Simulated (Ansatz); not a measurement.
SnO2: band structure with HSE03

The system is SnO2.

```xyz
3
Lattice="1.6171 0.9336 4.8006 -1.6171 0.9336 4.8006 0.0000 -1.8673 4.8006" Properties=species:S:1:pos:R:3 pbc="T T T"
Sn    0.0000    0.0000    7.2009
O     0.0000    0.0000   10.9861
O     0.0000    0.0000    3.4157
```

Measurements of this composition are mostly on another form, of space group No. 136.

```yaml
Program: Ansatz 0.2.0
Task: band structure
Functional: HSE03
Potentials_or_basis: Ansatz PAW
Cutoff: "420 eV (not typed: the program's choice for these potentials)"
k_mesh: 5 × 5 × 5
Occupations: fermi-dirac, width 0.05 eV
Spin: no spin polarisation
Path: "[[\"G\", \"L\", \"B1\"], [\"B\", \"Z\", \"G\", \"X\"], [\"Q\", \"F\", \"P1\", \"Z\"], [\"L\", \"P\"]]"
Points_for_each_segment_of_the_path: 4
```

| Item | Value |
| --- | --- |
| Pressure | -8.3 GPa |
| Largest force | 0.861 eV/Å |
| Band gap on the k mesh | 3.21 eV, indirect (least direct gap 3.32 eV) |
| Band gap along the path | 3.21 eV, indirect (least direct gap 3.32 eV) |

Forces in eV/Å, atoms in the order of the input:
```
Sn   0.000  0.000  0.000
O    0.000  0.000  0.861
O    0.000  0.000 -0.861
```

Stress tensor (GPa, compression positive):
```
-9.23  0.00  0.00
 0.00 -9.23  0.00
 0.00  0.00 -6.54
```

Levels at the corners of the path, in eV from the valence-band top:
```
point  band 9  band 10  band 11  band 12  band 13  band 14  band 15  band 16  band 17  band 18
    Γ   -1.17    -1.17    -0.79    -0.79    -0.11     3.21     7.14    12.74    12.74    13.31
    L   -4.25    -2.96    -1.55    -0.59    -0.46     6.89     9.29    11.83    13.96    14.63
   B1   -3.96    -3.61    -2.49    -0.28    -0.26     7.66    11.07    11.53    12.49    13.31
    B   -3.96    -3.61    -2.49    -0.28    -0.26     7.66    11.07    11.53    12.49    13.31
    Z   -1.24    -1.23    -1.23    -0.73    -0.73     4.48     7.02    12.94    12.94    13.60
    Γ   -1.17    -1.17    -0.79    -0.79    -0.11     3.21     7.14    12.74    12.74    13.31
    X   -3.81    -3.76    -2.56    -0.28    -0.27     7.69    11.08    11.97    12.15    13.30
    Q   -3.81    -3.76    -2.56    -0.28    -0.27     7.69    11.08    11.97    12.15    13.30
    F   -4.51    -3.06    -1.19    -0.31    -0.03     6.59     8.42    12.61    12.92    14.06
   P1   -4.41    -3.01    -1.23    -0.34    -0.23     6.66     8.69    12.17    13.25    14.40
    Z   -1.24    -1.23    -1.23    -0.73    -0.73     4.48     7.02    12.94    12.94    13.60
    L   -4.25    -2.96    -1.55    -0.59    -0.46     6.89     9.29    11.83    13.96    14.63
    P   -4.41    -3.01    -1.23    -0.34    -0.23     6.66     8.69    12.17    13.25    14.40
```

It took 71 s on 1 × NVIDIA H100 80GB HBM3 with 2 threads of AMD EPYC 7R13 Processor (Zen 3) (shared host), peak memory 2.1 GiB.

Caveat: the k mesh is coarse (spacing up to 0.46 Å⁻¹), so the values aren't converged, least of all with exact exchange; the pressure holds a Pulay correction of +0.6 GPa for the finite cutoff; spin-orbit coupling is left out, which moves the levels of the heavy elements; the PAW data sets come from PBE, with cores solved anew for the run's functional, which leaves a small shift of forces and pressure; the thresholds are loose for stress.
